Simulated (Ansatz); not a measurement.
Input and command of a calculation in Ansatz (plane waves; scalar-relativistic PAW potentials unless the input names others):

```yaml
crystal:
  lattice:
    - [1.5291801475, 0.8828725698, 5.9065869609]
    - [-1.5291801475, 0.8828725698, 5.9065869609]
    - [0.0, -1.7657451397, 5.9065869609]
  atoms:
    - { symbol: Mo, position: [1.72715e-05, 1.72715e-05, 1.72715e-05] }
    - { symbol: S, position: [0.7535591261, 0.7535591261, 0.7535591261] }
    - { symbol: S, position: [0.5797236024, 0.5797236024, 0.5797236024] }
basis:
  ecutwfc: 420
kpoints:
  mp_grid: { grid: [12, 12, 12] }
hamiltonian:
  xc: pbe
  dispersion: d3bj
scf:
  occupations: { method: gaussian, width: 0.05 }
  initial_density: { chi_scale: 0.1 }
output:
  forces: true
  eigenvalues: true
  stress: true
```

```bash
ansatz run input.yaml --threads 2 --pin off --max-ram 5120MiB --backend cpu --events-out ev --progress --plain --runs-dir out
```

Abridged log:
```
Basis set: ecut = 420 eV, 955 PW (Γ), FFT grids on a1−a3, a2−a3, a3, exchange–correlation on 48×48×90 points (8 copies of the dense FFT grid, shifted against one another)
Bands: 17, of which v1, the nominal top of the filled ones, is band 13 counted from 1 (12 counted from 0)
Symmetry: 6 space group operations
k-points: 189 of 1728 (time reversal used)
SCF iter   1: F=—  HF=-6764.671554 eV  |F-HF|=—  |Δ(HF+E_count)|=         —  Δρ=6.16e-2  dr2=2.40e0  ethr=3.10e-3  ⟨swp⟩=6.0  Hψ=18885  notcnv=0
SCF iter   2: F=—  HF=-6763.981415 eV  |F-HF|=—  |Δ(HF+E_count)|=   6.90e-1  Δρ=2.61e-2  dr2=5.60e-1  ethr=3.10e-3  ⟨swp⟩=3.0  Hψ=8041  notcnv=0
SCF iter   3: F=—  HF=-6763.906147 eV  |F-HF|=—  |Δ(HF+E_count)|=   7.53e-2  Δρ=1.46e-2  dr2=8.51e-2  ethr=2.15e-3  ⟨swp⟩=2.1  Hψ=4781  notcnv=0
SCF iter   4: F=—  HF=-6763.894915 eV  |F-HF|=—  |Δ(HF+E_count)|=   1.12e-2  Δρ=1.74e-3  dr2=2.22e-3  ethr=3.27e-4  ⟨swp⟩=2.3  Hψ=5265  notcnv=0
SCF iter   5: F=—  HF=-6763.894714 eV  |F-HF|=—  |Δ(HF+E_count)|=   2.01e-4  Δρ=2.95e-4  dr2=2.00e-5  ethr=8.52e-6  ⟨swp⟩=2.3  Hψ=4865  notcnv=0
SCF iter   6: F=—  HF=-6763.894730 eV  |F-HF|=—  |Δ(HF+E_count)|=   1.58e-5  Δρ=5.39e-5  dr2=8.61e-7  ethr=7.71e-8  ⟨swp⟩=2.3  Hψ=5184  notcnv=0
SCF iter   7: F=-6763.894730 eV  HF=-6763.894730 eV  |F-HF|=2.43e-8  |Δ(HF+E_count)|=   4.06e-7  Δρ=7.20e-6  dr2=3.60e-8  ethr=3.85e-10  ⟨swp⟩=7.1  Hψ=16864  notcnv=0
SCF 1 converged in 7 iterations: F = -6763.894730 eV  dr2 = 3.60e-8
SCF converged after 7 iterations
Free energy (F): -6763.894730 eV
Harris-Foulkes:  -6763.894730 eV  (|F-HF|=2.43e-8)
Internal energy: -6763.894730 eV  (E = F + TS)
E sigma→0 (E₀):  -6763.894730 eV
Fermi energy:    13.329514 eV
  E_disp       = -1.428618  (pairwise vdW)
--- Forces (eV/Å), atoms counted from 1 ---
  atom   1  Mo     0.00000000     0.00000000     0.00073431
  atom   2  S      0.00000000     0.00000000     1.15131486
  atom   3  S      0.00000000     0.00000000    -1.15203226
--- Stress (GPa, compression-positive) ---
       14.430194       0.000000       0.000000
        0.000000      14.430194       0.000000
        0.000000       0.000000      12.815461
  P = ⅓ Tr σ = 13.8919 GPa (138.919 kbar)
```

Apart from outputs and empty bands, the input differs from a reference run on usual settings in scf.initial_density.chi_scale: not typed → 0.1. The reference, at the same geometry (not necessarily relaxed), gave pressure 13.89 GPa, largest force 1.152 eV/Å, gap on the mesh 0.76 eV. This run converged in 7 SCF iterations (reference: 6) with an energy at zero smearing within 0.01 meV/atom of the reference's, pressure 13.89 GPa, largest force 1.152 eV/Å, gap on the mesh 0.76 eV.

The run took 14 s on 2 threads of Intel(R) Xeon(R) Processor @ 2.50GHz (Skylake/Cascade Lake), with other jobs on the host, peak memory 0.46 GiB.